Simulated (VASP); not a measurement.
# Si (Fd-3m) in VASP: a series of runs

Aim: see how the results for Si move with the level of theory and the settings. Levels: r2SCAN, HSE06, PBE0. Tasks: band structure.

Program: VASP 6.6.1. These are calculated values, not measurements. Logs are shortened: lines on timing, memory, paths and dates and some standing lists are left out, and cuts for length are marked.

## Step 1: The crystal as given

Symmetry: Fd-3m, No. 227, cubic system. The conventional cell has a = 5.469 Å, b = 5.469 Å, c = 5.469 Å, α = 90.00°, β = 90.00°, γ = 90.00°. Si (site symmetry -43m) is surrounded by 4 Si at 2.37 Å.

## Step 2: Band structure, r2SCAN

Input file INCAR:

```
PREC = Accurate
ENCUT = 450
EDIFF = 1E-6
ISMEAR = 0
SIGMA = 0.02
LREAL = False
LASPH = True
NELM = 120
ALGO = Normal
ISIF = 2
LWAVE = False
LCHARG = False
METAGGA = R2SCAN
LMIXTAU = True
KPAR = 2
```

Input file KPOINTS:

```
Automatic mesh
0
Gamma
  10 10 10
```

Input file POSCAR:

```
Si                                      
1.0
    0.0000000000      2.7342859811      2.7342859811
    2.7342859811      0.0000000000      2.7342859811
    2.7342859811      2.7342859811      0.0000000000
  Si            
     2
Direct
     0.7500000000000000    0.7500000000000000    0.7500000000000000
     0.5000000000000000    0.5000000000000000    0.5000000000000000
```

Input file KPOINTS_OPT:

```
path GXWKGLUWLK,UX
10
line-mode
reciprocal
 0.0000000000  0.0000000000  0.0000000000  G
 0.5000000000  0.0000000000  0.5000000000  X

 0.5000000000  0.0000000000  0.5000000000  X
 0.5000000000  0.2500000000  0.7500000000  W

 0.5000000000  0.2500000000  0.7500000000  W
 0.3750000000  0.3750000000  0.7500000000  K

 0.3750000000  0.3750000000  0.7500000000  K
 0.0000000000  0.0000000000  0.0000000000  G

 0.0000000000  0.0000000000  0.0000000000  G
 0.5000000000  0.5000000000  0.5000000000  L

 0.5000000000  0.5000000000  0.5000000000  L
 0.6250000000  0.2500000000  0.6250000000  U

 0.6250000000  0.2500000000  0.6250000000  U
 0.5000000000  0.2500000000  0.7500000000  W

 0.5000000000  0.2500000000  0.7500000000  W
 0.5000000000  0.5000000000  0.5000000000  L

 0.5000000000  0.5000000000  0.5000000000  L
 0.3750000000  0.3750000000  0.7500000000  K

 0.6250000000  0.2500000000  0.6250000000  U
 0.5000000000  0.0000000000  0.5000000000  X
```

Potentials or basis: VASP PAW PBE potentials, release 64 (Si).

Started as:

```console
$ cat potpaw_PBE.64/Si/POTCAR > POTCAR
$ mpirun -np 2 vasp_std > vasp.out
```

OUTCAR:

```text
PREC = Accurate
   ENCUT = 450
   EDIFF = 1E-6
   ISMEAR = 0
   LREAL = False
   LASPH = True
   NELM = 120
   ISIF = 2
   METAGGA = R2SCAN

 ion  position               nearest neighbor table
   1  0.750  0.750  0.750-   2 2.37   2 2.37   2 2.37   2 2.37
   2  0.500  0.500  0.500-   1 2.37   1 2.37   1 2.37   1 2.37

  LATTYP: Found a face centered cubic cell.
 ALAT       =     5.4685719622

  Lattice vectors:

 A1 = (   0.0000000000,   2.7342859811,   2.7342859811)
 A2 = (   2.7342859811,   0.0000000000,   2.7342859811)
 A3 = (   2.7342859811,   2.7342859811,   0.0000000000)

Analysis of symmetry for initial positions (statically):
=====================================================================
 Subroutine PRICEL returns:
 Original cell was already a primitive cell.

 Routine SETGRP: Setting up the symmetry group for a
 face centered cubic supercell.

 Subroutine GETGRP returns: Found 48 space group operations
 (whereof 24 operations were pure point group operations)
 out of a pool of 48 trial point group operations.

The static configuration has the point symmetry T_d .
 The point group associated with its full space group is O_h .

Analysis of symmetry for dynamics (positions and initial velocities):
=====================================================================
 Subroutine PRICEL returns:
 Original cell was already a primitive cell.

 Routine SETGRP: Setting up the symmetry group for a
 face centered cubic supercell.

 Subroutine GETGRP returns: Found 48 space group operations
 (whereof 24 operations were pure point group operations)
 out of a pool of 48 trial point group operations.

The dynamic configuration has the point symmetry T_d .
 The point group associated with its full space group is O_h .

 Subroutine INISYM returns: Found 48 space group operations
 (whereof 24 operations are pure point group operations),
 and found     1 'primitive' translations

----------------------------------------------------------------------------------------

                                     Primitive cell

  volume of cell :      40.8848

  direct lattice vectors                    reciprocal lattice vectors
     0.000000000  2.734285981  2.734285981    -0.182863096  0.182863096  0.182863096
     2.734285981  0.000000000  2.734285981     0.182863096 -0.182863096  0.182863096
     2.734285981  2.734285981  0.000000000     0.182863096  0.182863096 -0.182863096

  length of vectors
     3.866864318  3.866864318  3.866864318     0.316728173  0.316728173  0.316728173
[... 86 lines left out ...]
   NFREE  =      0    steps in history (QN), initial steepest desc. (CG)
   ISIF   =      2    stress and relaxation
   ISYM   =      2    0-nonsym 1-usesym 2-fastsym
   POTIM  = 0.5000    time-step for ionic-motion
   TEBEG  =    0.0;   TEEND  =   0.0 temperature during run
   PSTRESS=    0.0 pullay stress
   NELECT =       8.0000    total number of electrons
   NUPDOWN=      -1.0000    fix difference up-down
   EMIN   =  10.00;   EMAX   =-10.00  energy-range for DOS
   EFERMI =   0.00;   METHOD = LEGACY
   ISMEAR =     0;   SIGMA  =   0.02  broadening in eV -4-tet -1-fermi 0-gaus
   EFERMI_NEDOS =   21; number of points for ismear=-14 and -15
   IALGO  =     38    algorithm
   IMIX   =      4    mixing-type and parameters
     AMIX     =   0.40;   BMIX     =  1.00
     AMIX_MAG =   1.60;   BMIX_MAG =  1.00
  volume/ion in A,a.u.               =      20.44       137.95
  Fermi-wavevector in a.u.,A,eV,Ry     =   0.950424  1.796042 12.290231  0.903306
  Thomas-Fermi vector in A             =   2.078800
   LORBIT       =      0    0 simple, 1 ext, 2 COOP (PROOUT), +10 PAW based schemes
   METAGGA = R2SCAN    functional components
   LHFCALC =     F    Hartree Fock is set to
   AEXX    =    0.0000 exact exchange contribution
   IVDW    =     0    specifies the selected vdW correction
   LEPSILON=     F    determine dielectric tensor
   LRPA    =     F    only Hartree local field effects (RPA)
 non-spin polarized calculation
 Gauss-broadening in eV      SIGMA  =   0.02
  energy-cutoff  :      450.00
  volume of cell :       40.88
 maximum number of plane-waves:       903
   NGX = 13   NGY = 13   NGZ = 13

 number of electron       8.0000000 magnetization

 Free energy of the ion-electron system (eV)
  ---------------------------------------------------
  ext. energy  EPLUGINS =         0.00000000
  ---------------------------------------------------
  free energy    TOTEN  =       -17.54746958 eV

  energy without entropy =      -17.54746958  energy(sigma->0) =      -17.54746958

 E-fermi :   5.6169     XC(G=0):  -9.7723

 val. band max:        5.5274161817   @ k =   0.0000   0.0000   0.0000
 cond. band min:       6.3418744734   @ k =   0.4000   0.4000   0.0000
 fundamental gap:      0.8144582916
 Fermi energy:         5.6169202275

 k-point     1 :       0.0000    0.0000    0.0000
  band No.  band energies     occupation
      1      -6.8517      2.00000
      2       5.5274      2.00000
      3       5.5274      2.00000
      4       5.5274      2.00000
      5       8.2759      0.00000
      6       8.2759      0.00000
      7       8.2759      0.00000
      8       9.2597      0.00000
[... 243 lines left out ...]
 k-point    24 :       0.4000    0.3000    0.0000
  band No.  band energies     occupation
      1      -4.6152      2.00000
      2      -0.0740      2.00000
      3       2.5944      2.00000
      4       3.0066      2.00000
      5       6.8105      0.00000
      6       8.0626      0.00000
      7      12.8933      0.00000
      8      13.0019      0.00000

 [... further k-points ...]

------------------------ aborting loop because EDIFF is reached ----------------------------------------

  FORCE on cell =-STRESS in cart. coord.  units (eV):
  Direction    XX          YY          ZZ          XY          YZ          ZX
  --------------------------------------------------------------------------------------
  -------------------------------------------------------------------------------------
  Total       -0.3761132     -0.3761132     -0.3761132      0.0000000     -0.0000000      0.0000000
  in kB      -14.7389779    -14.7389779    -14.7389779      0.0000000     -0.0000000      0.0000000
  external PRESSURE =     -14.7389779 kB  Pullay stress =       0.0000000 kB

 VOLUME and BASIS-vectors are now :
 -----------------------------------------------------------------------------
  energy-cutoff  :      450.00
  volume of cell :       40.88
      direct lattice vectors                 reciprocal lattice vectors
     0.000000000  2.734285981  2.734285981    -0.182863096  0.182863096  0.182863096
     2.734285981  0.000000000  2.734285981     0.182863096 -0.182863096  0.182863096
     2.734285981  2.734285981  0.000000000     0.182863096  0.182863096 -0.182863096

 POSITION                                       TOTAL-FORCE (eV/Angst)
 -----------------------------------------------------------------------------------
      4.10143      4.10143      4.10143         0.000000      0.000000      0.000000
      2.73429      2.73429      2.73429        -0.000000     -0.000000     -0.000000
 -----------------------------------------------------------------------------------
    total drift:                                0.000000      0.000000     -0.000000

  FREE ENERGIE OF THE ION-ELECTRON SYSTEM (eV)
  ---------------------------------------------------
  free  energy   TOTEN  =       -17.5474695833 eV

  energy  without entropy=      -17.5474695833  energy(sigma->0) =      -17.54746958
```

OSZICAR:

```text
N       E                     dE             d eps       ncg     rms          rms(c)
DAV:   1    -0.283684621283E+00   -0.28368E+00   -0.33608E+03   752   0.749E+02
DAV:   2    -0.184932075143E+02   -0.18210E+02   -0.17113E+02  1152   0.829E+01
DAV:   3    -0.187147012682E+02   -0.22149E+00   -0.22149E+00   968   0.119E+01
[... 23 lines left out ...]
DAV:   3     0.146164879675E+02   -0.11261E+02     1008
DAV:   4     0.145757047672E+02   -0.40783E-01     1192
DAV:   5     0.145756324672E+02   -0.72300E-04     1048
DAV:   6     0.145756321005E+02   -0.36665E-06     1168
       N       E                     dE             ncg
DAV:   1     0.111308104620E+05   -0.17944E+04       96
DAV:   2     0.110332291584E+05   -0.97581E+02      128
DAV:   3     0.110320476816E+05   -0.11815E+01      168
DAV:   4     0.110320470520E+05   -0.62956E-03      192
DAV:   5     0.110320470520E+05   -0.26652E-07      128
```

stdout:

```text
POSCAR found type information on POSCAR Si
 POSCAR found :  1 types and       2 ions
 scaLAPACK will be used
 -----------------------------------------------------------------------------
|                                                                             |
|                                                                             |
|     You enforced a specific xc type in the INCAR file but a different       |
|     I HOPE YOU KNOW WHAT YOU ARE DOING!                                     |
|                                                                             |
 -----------------------------------------------------------------------------

 LDA part: xc-table for (None), standard interpolation
 POSCAR, INCAR and KPOINTS ok, starting setup
 FFT: planning ... GRIDC
 FFT: planning ... GRID_SOFT
 FFT: planning ... GRID
 WAVECAR not read
 entering main loop
 Start KPOINTS_OPT (optional k-point list driver)
k-point batch [1-47\100]
k-point batch [48-94\100]
k-point batch [95-100\100]
```

It took 29 s on 2 MPI ranks of Intel Xeon 6975P-C (Granite Rapids), shared host; peak memory 0.15 GiB.

What came out:

* Free energy: -17.5475 eV
* Pressure: -1.5 GPa
* Band gap on the k mesh: 0.81 eV, indirect (least direct gap 2.75 eV)
* Band gap along the path: 0.82 eV, indirect (least direct gap 2.75 eV)

Levels at the corners of the path, in eV from the valence-band top:
```
point  band 2  band 3  band 4  band 5  band 6  band 7
    Γ    0.00    0.00    0.00    2.75    2.75    2.75
    X   -8.09   -2.95   -2.95    0.96    0.96   10.69
    X   -8.09   -2.95   -2.95    0.96    0.96   10.69
    W   -7.93   -3.94   -3.94    4.60    4.60    5.35
    W   -7.93   -3.94   -3.94    4.60    4.60    5.35
    K   -7.47   -4.39   -2.51    1.46    4.45    7.90
    K   -7.47   -4.39   -2.51    1.46    4.45    7.90
    Γ    0.00    0.00    0.00    2.75    2.75    2.75
    Γ    0.00    0.00    0.00    2.75    2.75    2.75
    L   -7.17   -1.25   -1.25    1.81    3.60    3.60
    L   -7.17   -1.25   -1.25    1.81    3.60    3.60
    U   -7.47   -4.39   -2.51    1.46    4.45    7.90
    U   -7.47   -4.39   -2.51    1.46    4.45    7.90
    W   -7.93   -3.94   -3.94    4.60    4.60    5.35
    W   -7.93   -3.94   -3.94    4.60    4.60    5.35
    L   -7.17   -1.25   -1.25    1.81    3.60    3.60
    L   -7.17   -1.25   -1.25    1.81    3.60    3.60
    K   -7.47   -4.39   -2.51    1.46    4.45    7.90
    U   -7.47   -4.39   -2.51    1.46    4.45    7.90
    X   -8.09   -2.95   -2.95    0.96    0.96   10.69
```

Caveat: the PAW data sets were made with another functional, which shifts forces and pressure a little. r2SCAN opens gaps a little over a GGA but as a rule still falls short of measured ones.

## Step 3: Band structure, HSE06

POSCAR is that of step 2.

Input file INCAR.step1:

```
PREC = Accurate
ENCUT = 450
EDIFF = 1E-5
ISMEAR = 0
SIGMA = 0.02
LREAL = False
LASPH = True
NELM = 120
ALGO = Normal
ISIF = 2
LWAVE = True
LCHARG = False
KPAR = 2
GGA = PE
```

Input file INCAR.step2:

```
PREC = Accurate
ENCUT = 450
EDIFF = 1E-6
ISMEAR = 0
SIGMA = 0.02
LREAL = False
LASPH = True
NELM = 120
ALGO = Normal
ISIF = 2
LWAVE = False
LCHARG = False
GGA = PE
LHFCALC = True
HFSCREEN = 0.2
PRECFOCK = Fast
KPAR = 2
ISTART = 1
```

Input file KPOINTS:

```
Automatic mesh
0
Gamma
  8 8 8
```

KPOINTS_OPT: that of step 2 with these lines changed.

```diff
@@ -1,3 +1,3 @@
 path GXWKGLUWLK,UX
-10
+8
 line-mode
```

Potentials or basis: VASP PAW PBE potentials, release 64 (Si).

Started as:

```console
$ cat potpaw_PBE.64/Si/POTCAR > POTCAR
$ cp INCAR.step1 INCAR
$ mpirun -np 2 vasp_std > vasp.out
$ cp INCAR.step2 INCAR
$ mpirun -np 2 vasp_std > vasp.out
```

It took 6.4 min on 2 MPI ranks of Intel Xeon 6975P-C (Granite Rapids), shared host; peak memory 0.32 GiB.

The run converged. Its results:

| Property | Result |
| --- | --- |
| Free energy | -12.5796 eV |
| Pressure | -1.9 GPa |
| Band gap on the k mesh | 1.23 eV, indirect (least direct gap 3.33 eV) |
| Band gap along the path | 1.19 eV, indirect (least direct gap 3.33 eV) |

Levels at the corners of the path, in eV from the valence-band top:
```tsv
point	band 1	band 2	band 3	band 4	band 5	band 6	band 7	band 8
Γ	-13.15	0.00	0.00	0.00	3.33	3.33	3.33	4.07
X	-8.61	-8.61	-3.08	-3.08	1.34	1.34	11.32	11.33
X	-8.61	-8.61	-3.08	-3.08	1.34	1.34	11.32	11.36
W	-8.43	-8.43	-4.11	-4.11	5.06	5.06	5.91	5.91
W	-8.43	-8.43	-4.11	-4.11	5.06	5.06	5.91	5.91
K	-9.07	-7.95	-4.60	-2.61	1.86	4.94	8.56	9.09
K	-9.07	-7.95	-4.60	-2.61	1.86	4.94	8.55	9.06
Γ	-13.15	0.00	0.00	0.00	3.33	3.33	3.33	4.07
Γ	-13.15	0.00	0.00	0.00	3.33	3.33	3.33	4.07
L	-10.61	-7.62	-1.29	-1.29	2.17	4.16	4.16	8.60
L	-10.61	-7.62	-1.29	-1.29	2.17	4.16	4.16	8.60
U	-9.07	-7.95	-4.60	-2.61	1.86	4.94	8.56	9.31
U	-9.07	-7.95	-4.60	-2.61	1.86	4.94	8.56	9.06
W	-8.43	-8.43	-4.11	-4.11	5.06	5.06	5.91	5.91
W	-8.43	-8.43	-4.11	-4.11	5.06	5.06	5.91	5.91
L	-10.61	-7.62	-1.29	-1.29	2.17	4.16	4.16	8.60
L	-10.61	-7.62	-1.29	-1.29	2.17	4.16	4.16	8.60
K	-9.07	-7.95	-4.60	-2.61	1.86	4.94	8.56	9.05
U	-9.07	-7.95	-4.60	-2.61	1.86	4.94	8.55	9.03
X	-8.61	-8.61	-3.08	-3.08	1.34	1.34	11.32	11.32
```

Caveat: the PAW data sets were made with another functional, which shifts forces and pressure a little.

(Part 1 of 2 ends here.)
